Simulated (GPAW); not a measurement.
C:

```
C
1.0
     0.00000    1.78337    1.78337
     1.78337    0.00000    1.78337
     1.78337    1.78337    0.00000
C
2
Cartesian
  2.6751 2.6751 2.6751
  1.7834 1.7834 1.7834
```

This isn't the form of C at room conditions, which is graphite.

Base run:

```yaml
Program: GPAW 26.7.0
Functional: HSE06
Potentials_or_basis: GPAW PAW data sets (gpaw-data 1.2.1)
Cutoff: 600 eV
Basis: pw
k_mesh: 8 × 8 × 8
Occupations: fermi-dirac, width 0.05 eV
Spin: no spin polarisation
```

Its results: band gap on the k mesh 5.36 eV, indirect (least direct gap 7.00 eV).

The run is repeated on the same cell with these changes: functional from HSE06 to PBE0. What comes out?

Band gap on the k mesh 6.03 eV, indirect (least direct gap 7.71 eV).

A k mesh can miss the band edges.
